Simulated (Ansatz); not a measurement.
SiS2:

```
S Si
1.0
    -2.78200    4.77250    2.77600
     2.78200   -4.77250    2.77600
     2.78200    4.77250   -2.77600
S Si
4 2
Direct
  0.38180 0.70880 0.09060
  0.61820 0.29120 0.90940
  0.88180 0.79120 0.67300
  0.11820 0.20880 0.32700
  0.25000 0.25000 0.00000
  0.75000 0.75000 0.00000
```

Base run:

- Program: Ansatz 0.2.0
- Functional: LDA
- Potentials or basis: Ansatz PAW
- Cutoff: 420 eV (not typed: the program's choice for these potentials)
- k mesh: 7 × 7 × 7
- Occupations: fermi-dirac, width 0.05 eV
- Spin: no spin polarisation

Its results: band gap on the k mesh 2.57 eV, indirect (least direct gap 2.96 eV); pressure -0.9 GPa; largest force 0.019 eV/Å.

Question: The run is repeated on the same cell with these changes: functional from LDA to PBE. What comes out?

Answer: Band gap on the k mesh 2.78 eV, indirect (least direct gap 3.15 eV); pressure 2.4 GPa; largest force 0.284 eV/Å.

PBE binds less tightly than LDA, so the same cell stands under more pressure.

Caveats: the PAW data sets come from PBE, with cores solved anew for the run's functional, which leaves a small shift of forces and pressure (some runs).
